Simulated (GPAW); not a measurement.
# TaN (Fm-3m) in GPAW: a series of runs

The runs below take TaN through band structure, with PBEsol.

All numbers are computed with GPAW 26.7.0; they aren't measurements. Logs are shortened: lines on timing, memory, paths and dates and some standing lists are left out, and cuts for length are marked. The log counts tension as positive stress, the text compression.

## 1. Starting point

The structure is cubic, space group Fm-3m (No. 225). Conventional cell: a = 4.423 Å, b = 4.423 Å, c = 4.423 Å, α = 90.00°, β = 90.00°, γ = 90.00°. Around Ta (site symmetry m-3m) lie 6 N at 2.21 Å. Around N (site symmetry m-3m) lie 6 Ta at 2.21 Å.

The cell comes from a database or a generator and needn't be the stable form of this composition.

## 2. Band structure, PBEsol

Contents of run.py:

```python
from ase import Atoms
from ase.dft.bandgap import bandgap
from ase.io import write
from ase.units import GPa
from gpaw import GPAW, PW, setup_paths

setup_paths.insert(0, '.')

atoms = Atoms(['Ta', 'N'],
              cell=[[0.0, 2.211323, 2.211323],
                    [2.211323, 0.0, 2.211323],
                    [2.211323, 2.211323, 0.0]],
              scaled_positions=[[0.5, 0.5, 0.5],
                                [0.0, 0.0, 0.0]],
              pbc=True)

calc = GPAW(mode=PW(800),
            xc='PBEsol',
            kpts={'size': (10, 10, 10), 'gamma': True},
            occupations={'name': 'fermi-dirac', 'width': 0.05},
            nbands=19,
            convergence={'density': 1e-05, 'energy': 1e-05},
            maxiter=150,
            txt='gpaw.txt')
atoms.calc = calc
energy = atoms.get_potential_energy()
forces = atoms.get_forces()
stress = atoms.get_stress()
calc.write('gs.gpw')
write('result.traj', atoms)
print(f'Energy: {energy:.6f} eV')
print('Forces (eV/A):')
print(forces.round(4))
print('Stress (GPa):', (stress / GPa).round(3))
print('Fermi level:', round(calc.get_fermi_level(), 4), 'eV')
print(f'Gap: {bandgap(calc)[0]:.4f} eV, direct: {bandgap(calc, direct=True)[0]:.4f} eV')

path = atoms.cell.bandpath('GXWKGLUWLK,UX', npoints=100, eps=1e-4)
bs_calc = calc.fixed_density(kpts=path, symmetry='off', nbands=28,
                             convergence={'bands': 'CBM+6.0', 'eigenstates': 1e-6}, txt='bands.txt')
bs = bs_calc.band_structure()
bs.write('bs.json')
print(f'Gap on the path: {bandgap(bs_calc)[0]:.4f} eV')
```

Potentials or basis: PAW data sets generated in the run's folder for this functional, pw.

Command:

```
> gpaw-setup -f PBEsol N Ta
> OMP_NUM_THREADS=1 python run.py
```

gpaw.txt:

```text
__  _  _
 | _ |_)|_||  |
 |__||  | ||/\| - 26.7.0

Input parameters:
  mode=PW(ecut=800.0),
  convergence={'density': 1e-05, 'energy': 1e-05},
  kpts=MonkhorstPack(size=(10, 10, 10), gamma=True),
  maxiter=150,
  nbands=19,
  occupations=Occupations(name='fermi-dirac', width=0.05),
  xc=XC(name='PBEsol')

Diagonalizing LCAO Hamiltonian
Converting LCAO to pw mode

              Ta

       N

Atoms  # Å, Bohr magnetons
|   | symbol |        x |        y |        z |    initial magnetic moments |
|---|--------|----------|----------|----------|-----------------------------|
| 0 |     Ta | 2.211323 | 2.211323 | 2.211323 | ( 0.0000,  0.0000,  0.0000) |
| 1 |      N | 0.000000 | 0.000000 | 0.000000 | ( 0.0000,  0.0000,  0.0000) |

Unit cell  # Å
| periodic |        x |        y |        z |  lengths |    angles |
|----------|----------|----------|----------|----------|-----------|
|      yes | 0.000000 | 2.211323 | 2.211323 | 3.127283 | 60.000000 |
|      yes | 2.211323 | 0.000000 | 2.211323 | 3.127283 | 60.000000 |
|      yes | 2.211323 | 2.211323 | 0.000000 | 3.127283 | 60.000000 |

Number of symmetries: 48
Symmetry operations  # r_c * U_cc + t_c -> r_c
|    | kind |            matrix            |
|----|------|------------------------------|
|  0 |  σ   |  1, 0, 0,  1, 0,-1,  1,-1, 0 |
|  1 |  C2  |  1, 0, 0,  1,-1, 0,  1, 0,-1 |
|  2 |  E   |  1, 0, 0,  0, 1, 0,  0, 0, 1 |
|  3 |  σ   |  1, 0, 0,  0, 0, 1,  0, 1, 0 |
|  4 |  C4  |  1, 0,-1,  1, 0, 0,  1,-1, 0 |
|  5 |  S6  |  1, 0,-1,  1,-1, 0,  1, 0, 0 |
|  6 |  σ   |  1, 0,-1,  0, 1,-1,  0, 0,-1 |
|  7 |  C3  |  1, 0,-1,  0, 0,-1,  0, 1,-1 |
|  8 |  S6  |  1,-1, 0,  1, 0, 0,  1, 0,-1 |
|  9 |  C4  |  1,-1, 0,  1, 0,-1,  1, 0, 0 |
| 10 |  C3  |  1,-1, 0,  0,-1, 1,  0,-1, 0 |
| 11 |  σ   |  1,-1, 0,  0,-1, 0,  0,-1, 1 |
| 12 |  σ   |  0, 1, 0,  1, 0, 0,  0, 0, 1 |
| 13 |  C4  |  0, 1, 0,  0, 1,-1, -1, 1, 0 |
| 14 |  C3  |  0, 1, 0,  0, 0, 1,  1, 0, 0 |
| 15 |  S6  |  0, 1, 0, -1, 1, 0,  0, 1,-1 |
| 16 |  C2  |  0, 1,-1,  1, 0,-1,  0, 0,-1 |
| 17 |  σ   |  0, 1,-1,  0, 1, 0, -1, 1, 0 |
| 18 |  S4  |  0, 1,-1,  0, 0,-1,  1, 0,-1 |
| 19 |  C4  |  0, 1,-1, -1, 1, 0,  0, 1, 0 |
| 20 |  C3  |  0, 0, 1,  1, 0, 0,  0, 1, 0 |
| 21 |  σ   |  0, 0, 1,  0, 1, 0,  1, 0, 0 |
| 22 |  S6  |  0, 0, 1,  0,-1, 1, -1, 0, 1 |
| 23 |  C4  |  0, 0, 1, -1, 0, 1,  0,-1, 1 |
| 24 |  S4  |  0, 0,-1,  1, 0,-1,  0, 1,-1 |
| 25 |  C3  |  0, 0,-1,  0, 1,-1,  1, 0,-1 |
| 26 |  C2  |  0, 0,-1,  0,-1, 0, -1, 0, 0 |
| 27 |  S6  |  0, 0,-1, -1, 0, 0,  0,-1, 0 |
| 28 |  S4  |  0,-1, 1,  1,-1, 0,  0,-1, 0 |
| 29 |  C4  |  0,-1, 1,  0, 0, 1, -1, 0, 1 |
| 30 |  C2  |  0,-1, 1,  0,-1, 0,  1,-1, 0 |
| 31 |  σ   |  0,-1, 1, -1, 0, 1,  0, 0, 1 |
| 32 |  C3  |  0,-1, 0,  1,-1, 0,  0,-1, 1 |
| 33 |  S6  |  0,-1, 0,  0, 0,-1, -1, 0, 0 |
| 34 |  S4  |  0,-1, 0,  0,-1, 1,  1,-1, 0 |
| 35 |  C2  |  0,-1, 0, -1, 0, 0,  0, 0,-1 |
| 36 |  C2  | -1, 1, 0,  0, 1, 0,  0, 1,-1 |
| 37 |  S6  | -1, 1, 0,  0, 1,-1,  0, 1, 0 |
| 38 |  S4  | -1, 1, 0, -1, 0, 1, -1, 0, 0 |
| 39 |  C3  | -1, 1, 0, -1, 0, 0, -1, 0, 1 |
| 40 |  S6  | -1, 0, 1,  0, 0, 1,  0,-1, 1 |
| 41 |  C2  | -1, 0, 1,  0,-1, 1,  0, 0, 1 |
| 42 |  C3  | -1, 0, 1, -1, 1, 0, -1, 0, 0 |
| 43 |  S4  | -1, 0, 1, -1, 0, 0, -1, 1, 0 |
| 44 |  C2  | -1, 0, 0,  0, 0,-1,  0,-1, 0 |
| 45 |  i   | -1, 0, 0,  0,-1, 0,  0, 0,-1 |
| 46 |  σ   | -1, 0, 0, -1, 1, 0, -1, 0, 1 |
| 47 |  C2  | -1, 0, 0, -1, 0, 1, -1, 1, 0 |

BZ-sampling:
  Number of BZ points: 1000
  Number of IBZ points: 47

  Monkhorst-Pack size: [10, 10, 10]
  Monkhorst-Pack shift: [0.05, 0.05, 0.05]

K-points  # in reciprocal-cell coordinates
|     |                                coordinates |     weight |
|-----|--------------------------------------------|------------|
|   0 | (  0.00000000,   0.00000000,   0.00000000) | 0.00100000 |
|   1 | (  0.10000000,   0.10000000,   0.00000000) | 0.00600000 |
|   2 | (  0.10000000,   0.10000000,   0.10000000) | 0.00800000 |
|   3 | (  0.20000000,   0.10000000,   0.10000000) | 0.01200000 |
|   4 | (  0.20000000,   0.20000000,   0.00000000) | 0.00600000 |
|   5 | (  0.20000000,   0.20000000,   0.10000000) | 0.02400000 |
|   6 | (  0.20000000,   0.20000000,   0.20000000) | 0.00800000 |
|   7 | (  0.30000000,   0.20000000,   0.10000000) | 0.02400000 |
|   8 | (  0.30000000,   0.20000000,   0.20000000) | 0.02400000 |
|   9 | (  0.30000000,   0.30000000,   0.00000000) | 0.00600000 |
| ... |                                            |            |
|  46 | (  0.50000000,   0.50000000,   0.50000000) | 0.00400000 |

Plane wave coefficients: 1139
Cutoff: 800.0 eV

Spin-components: 1 (collinear spins)
Bands:           19
Projectors:      11
Spin-degeneracy: 2
Datatype:        complex128

Parallelization:
  kpt:    1
  domain: 1
  band:   1

Density:
  Valence electrons: 18.0
  Components: 1
  Grid points: [21 21 21]
  Charge: 0.0  # |e|

Potential:
  Grid points: [21 21 21]

species:
  Ta:
    name:    Tantalum
    Z:       73.0
    valence: 13
    core:    60
    charge:  0.0  # [|e|]
    compensation charges:
      type: gauss
      rc: 0.42  # [Å]
      lmax: 2
    cutoffs:
      filter: 2.36  # [Å]
      core: 3.45  # [Å]
    projectors
    | kind |    occ | energy [eV] | rcut [Å] |
    |------|--------|-------------|----------|
    |   5s |  2.000 |     -72.818 |    1.365 |
    |   6s |  2.000 |      -5.457 |    1.365 |
    |   5p |  6.000 |     -39.444 |    1.349 |
    |   6p |  0.000 |      -1.369 |    1.349 |
    |   5d |  3.000 |      -3.632 |    1.307 |
    |    d |        |      23.579 |    1.307 |

    Using partial waves for Ta as LCAO basis

  N:
    name:    Nitrogen
    Z:       7.0
    valence: 5
    core:    2
    charge:  0.0  # [|e|]
    compensation charges:
      type: gauss
      rc: 0.18  # [Å]
      lmax: 2
    cutoffs:
      filter: 1.11  # [Å]
      core: 0.96  # [Å]
    projectors
    | kind |    occ | energy [eV] | rcut [Å] |
    |------|--------|-------------|----------|
    |   2s |  2.000 |     -18.455 |    0.603 |
    |   2p |  3.000 |      -7.035 |    0.529 |
    |    s |        |       8.756 |    0.603 |
    |    p |        |      20.177 |    0.529 |
    |    d |        |       0.000 |    0.577 |

    Using partial waves for N as LCAO basis

Reference energy: -425522.110399  # eV

eigensolver:
  PPCG
  Converge bands: occupied
  niter=2

density mixing:
  MSR1-Mixer
  Pratt-step length: 0.05
  Maximum mixing coefficient: 0.75
  Old densities: 10
  SVD Regularization: 0.005
  Good broyden scale: 1.0
  Trust region scale: 1.0
  Backstep threshold: 4.0
  History deletion threshold: 6.0
  Fourier metric: weight=20.0, sigma=0.015

occupation numbers:
  Fermi-Dirac:
    width: 0.0500  # eV

poisson solver:
  ecut: 6400.0  # eV

xc functional:
  name: PBEsol with 2 nearest neighbor stencil

convergence criteria:
- Maximum integral of absolute [dens]ity change: 1e-05 electrons / valence electron
- Maximum [total energy] change in last 3 cyles: 1e-05 eV / valence electron
- Maximum integral of absolute [eigenst]ate change: 4e-08 eV^2 / valence electron
maximum number of iterations: 150

SCF iterations
|iter     | |      energy | eigst |  dens |
|---------|-|-------------|-------|-------|
|iter:   1| |  -22.937576 | +0.25 |       |
|iter:   2| |  -22.454649 | -2.47 | -0.96 |
|iter:   3| |  -21.340432 | -1.59 | -1.03 |
|iter:   4| |  -21.345118 | -3.21 | -1.72 |
|iter:   5| |  -21.350877 | -3.49 | -1.93 |
|iter:   6| |  -21.350881 | -5.23 | -2.96 |
|iter:   7| |  -21.350881c| -6.84 | -3.66 |
|iter:   8| |  -21.350883c| -7.83c| -4.21 |
|iter:   9| |  -21.350882c| -8.31c| -5.06c|

Converged in 9 steps
Energy contributions relative to reference atoms: (reference = -425522.110399)

Energy contributions:
  Kinetic:          11.226143
  Coulomb:         -12.435685
  Zero:             -0.096399
  External:          0.000000
  Xc:              -20.041877
  Entropy:          -0.006130
  Spinorbit:         0.000000
  ----------------------------
  Free energy:     -21.353948
  Extrapolated:    -21.350882

dipole moment: (-10.972562, -10.972562, -10.972562)  # |e|*Ang

Fermi level: 15.112
Eigenvalues  # (at kpt = [0.000, 0.000, 0.000])
| band index |      eig [eV] | occ [0-2] |
|------------|---------------|-----------|
|          0 |       -54.240 |     2.000 |
|        ... |               |           |
|          3 |       -20.687 |     2.000 |
|          4 |        -3.512 |     2.000 |
|          5 |        11.348 |     2.000 |
|          6 |        11.348 |     2.000 |
|          7 |        11.348 |     2.000 |
|          8 |        13.018 |     2.000 |
[... 8 lines left out ...]
|         17 |        38.829 |     0.000 |
|         18 |        41.145 |     0.000 |

No gap
No difference between direct/indirect transitions

Forces  # eV/Ang
|        x |        y |       z |
|----------|----------|---------|
|  0.00000 |  0.00000 | 0.00000 |  # Ta   0
| -0.00000 | -0.00000 | 0.00000 |  # N    1

Stress tensor  # eV/Ang^3
|        x |        y |        z |
|----------|----------|----------|
| 0.069213 | 0.000000 | 0.000000 |
| 0.000000 | 0.069213 | 0.000000 |
| 0.000000 | 0.000000 | 0.069213 |

# Writing to gs.gpw (mode='')
```

Run time: 57 s. Hardware: 1 thread of Arm Neoverse V1, shared host; peak memory 0.26 GiB.

Results:

* Free energy: -21.3539 eV
* Pressure: -11.1 GPa
* Band gap along the path: none (metal or under the smearing width)

Levels at the corners of the path, in eV from the Fermi level:
| point | band 6 | band 7 | band 8 | band 9 | band 10 | band 11 | band 12 | band 13 |
| --- | --- | --- | --- | --- | --- | --- | --- | --- |
| Γ | -3.76 | -3.76 | -3.76 | -2.09 | -2.09 | -2.09 | 0.00 | 0.00 |
| X | -6.61 | -5.38 | -4.59 | -4.59 | 2.00 | 3.42 | 3.42 | 4.35 |
| W | -7.35 | -6.72 | -6.72 | -0.20 | -0.20 | 3.43 | 3.90 | 4.35 |
| K | -7.60 | -6.75 | -6.09 | -2.21 | 2.39 | 2.46 | 4.39 | 4.86 |
| Γ | -3.76 | -3.76 | -3.76 | -2.09 | -2.09 | -2.09 | 0.00 | 0.00 |
| L | -10.24 | -7.45 | -7.45 | 1.82 | 1.82 | 1.93 | 3.70 | 7.33 |
| U | -7.60 | -6.75 | -6.09 | -2.21 | 2.39 | 2.46 | 4.39 | 4.86 |
| W | -7.35 | -6.72 | -6.72 | -0.20 | -0.20 | 3.43 | 3.90 | 4.35 |
| L | -10.24 | -7.45 | -7.45 | 1.82 | 1.82 | 1.93 | 3.70 | 7.33 |
| K | -7.60 | -6.75 | -6.09 | -2.21 | 2.39 | 2.46 | 4.39 | 4.86 |
| U | -7.60 | -6.75 | -6.09 | -2.21 | 2.39 | 2.46 | 4.39 | 4.86 |
| X | -6.61 | -5.38 | -4.59 | -4.59 | 2.00 | 3.42 | 3.42 | 4.35 |

Caveat: spin-orbit coupling is left out, which moves the levels of the heavy elements.

## 3. Band structure, PBEsol, spin-orbit coupling, no magnetisation

Changes to run.py since step 2:

```diff
@@ -1 +1,2 @@
+import numpy as np
 from ase import Atoms
@@ -5,2 +6,3 @@
 from gpaw import GPAW, PW, setup_paths
+from gpaw.spinorbit import soc_eigenstates
 
@@ -43 +45,7 @@
 print(f'Gap on the path: {bandgap(bs_calc)[0]:.4f} eV')
+
+soc = soc_eigenstates(bs_calc, theta=0, phi=0)
+np.savetxt('soc_bands.dat', soc.eigenvalues(), fmt='%.4f')
+mesh = soc_eigenstates('gs.gpw', theta=0, phi=0)
+np.savetxt('soc_mesh.dat', mesh.eigenvalues(), fmt='%.4f')
+print('Fermi level with spin-orbit coupling:', round(mesh.fermi_level, 4), 'eV')
```

Potentials or basis: PAW data sets generated in the run's folder for this functional, pw.

Command:

```
> gpaw-setup -f PBEsol N Ta
> OMP_NUM_THREADS=1 python run.py
```

Wall time 59 s (1 thread of Arm Neoverse V1, shared host); peak memory 0.33 GiB.

The run converged. Its results:

- Free energy: -21.3539 eV
- Pressure: -11.1 GPa
- Band gap along the path: none (metal or under the smearing width)

Levels at the corners of the path, in eV from the Fermi level:
| point | band 14 | band 15 | band 16 | band 17 | band 18 | band 19 | band 20 | band 21 | band 22 | band 23 |
| --- | --- | --- | --- | --- | --- | --- | --- | --- | --- | --- |
| Γ | -3.65 | -3.65 | -3.65 | -2.24 | -2.24 | -2.24 | -2.24 | -1.85 | -1.85 | 0.06 |
| X | -5.38 | -4.64 | -4.64 | -4.27 | -4.27 | 1.97 | 1.97 | 3.08 | 3.08 | 3.68 |
| W | -7.01 | -6.28 | -6.28 | -0.27 | -0.27 | -0.13 | -0.13 | 3.24 | 3.24 | 4.12 |
| K | -6.66 | -5.97 | -5.97 | -2.20 | -2.20 | 2.21 | 2.21 | 2.58 | 2.58 | 4.47 |
| Γ | -3.65 | -3.65 | -3.65 | -2.24 | -2.24 | -2.24 | -2.24 | -1.85 | -1.85 | 0.06 |
| L | -7.48 | -7.39 | -7.39 | 1.67 | 1.67 | 1.74 | 1.74 | 2.17 | 2.17 | 3.71 |
| U | -6.66 | -5.97 | -5.97 | -2.20 | -2.20 | 2.21 | 2.21 | 2.58 | 2.58 | 4.47 |
| W | -7.01 | -6.28 | -6.28 | -0.27 | -0.27 | -0.13 | -0.13 | 3.24 | 3.24 | 4.12 |
| L | -7.48 | -7.39 | -7.39 | 1.67 | 1.67 | 1.74 | 1.74 | 2.17 | 2.17 | 3.71 |
| K | -6.66 | -5.97 | -5.97 | -2.20 | -2.20 | 2.21 | 2.21 | 2.58 | 2.58 | 4.47 |
| U | -6.66 | -5.97 | -5.97 | -2.20 | -2.20 | 2.21 | 2.21 | 2.58 | 2.58 | 4.47 |
| X | -5.38 | -4.64 | -4.64 | -4.27 | -4.27 | 1.97 | 1.97 | 3.08 | 3.08 | 3.68 |

Caveat: spin-orbit coupling was added after a scalar SCF, so levels and gaps hold it while energy, forces, pressure and moments don't; this program's spin-orbit splittings come out too wide for heavy elements.
